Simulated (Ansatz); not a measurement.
Method: DFT PBE, scalar-relativistic, plane waves, PAW (Ansatz 0.2.0). Settings: cutoff 420 eV, Γ-centred meshes spaced at most about 0.3 Å⁻¹, and about 0.25 Å⁻¹ or finer for metals (2π included), Gaussian smearing. Spin is collinear in cells that carry moments; the others ran without spin or lost their moments.

Each guess is relaxed in cell and atoms at zero pressure, on a coarse mesh first where it starts far from rest and then on a converged one. The steps can't lower the symmetry of the start, but it can rise. Energies are static (0 K, no zero-point motion).

Two unrelaxed guesses for Ba₂ZrO₃:

A.

```yaml
crystal:
  lattice:
    - [5.65180, 0.00000, 0.00000]
    - [-2.82590, 4.89460, 0.00000]
    - [0.00000, 0.00000, 3.96965]
  atoms:
    - { symbol: Ba, position: [0.66667, 0.33333, 0.96314] }
    - { symbol: Ba, position: [0.33333, 0.66667, 0.96314] }
    - { symbol: Zr, position: [0.00000, 0.00000, 0.88881] }
    - { symbol: O, position: [0.50000, 0.50000, 0.45952] }
    - { symbol: O, position: [0.50000, 0.00000, 0.45952] }
    - { symbol: O, position: [0.00000, 0.50000, 0.45952] }
```

B.

```yaml
crystal:
  lattice:
    - [5.59298, 0.00000, 0.00000]
    - [-2.79649, 4.84366, 0.00000]
    - [0.00000, 0.00000, 4.59350]
  atoms:
    - { symbol: Ba, position: [0.66667, 0.33333, 0.00000] }
    - { symbol: Ba, position: [0.33333, 0.66667, 0.00000] }
    - { symbol: Zr, position: [0.00000, 0.00000, 0.00000] }
    - { symbol: O, position: [0.00000, 0.50000, 0.50000] }
    - { symbol: O, position: [0.50000, 0.50000, 0.50000] }
    - { symbol: O, position: [0.50000, 0.00000, 0.50000] }
```

Problem. Do they relax into the same structure? If not, which is lower?

Solution. No. A ends lower, by 0.43 eV/atom. A: P6mm at 18.3 Å³/atom → P6/mmm at 19.3 Å³/atom; B: P6/mmm at 20.7 Å³/atom → P6/mmm at 23.0 Å³/atom. Counting O atoms around Ba and Zr (those within 1.25 times the shortest such distance or 1.15 times the sum of covalent radii; the shortest distance is added where it is long for a bond), the end of A has Ba 6, Zr 6 from 2.9 Å and the end of B has Ba 6, Zr 12 from 3.8 Å. End of A. Conventional cell: a = 5.806 Å, c = 3.968 Å. Around Ba lie 6 O at 2.60 Å, 3 Ba at 3.35 Å and 6 Zr at 3.89 Å; Zr is surrounded by 6 O at 2.90 Å and 12 Ba at 3.89 Å; O is surrounded by 4 Ba at 2.60 Å, 2 Zr at 2.90 Å and 4 O at 2.90 Å. End of B. Conventional cell: a = 6.832 Å, c = 3.417 Å. Ba is surrounded by 6 O at 2.61 Å, 2 Ba at 3.42 Å, 3 Zr at 3.94 Å and 3 Ba at 3.94 Å; Zr is surrounded by 2 Zr at 3.42 Å, 12 O at 3.82 Å and 6 Ba at 3.94 Å; O is surrounded by 4 Ba at 2.61 Å, 6 O at 3.42 Å and 4 Zr at 3.82 Å.

Ends held by symmetry can be saddle points. Neither end is the lowest form computed: that has Ba and Zr ordered on caesium chloride sites, space group P4/mmm (No. 123) and lies 0.53 eV/atom below the better end. Another magnetic order may lie lower. Some structure types and database cells were kept out of the candidates from the start, so a known form may be missing.
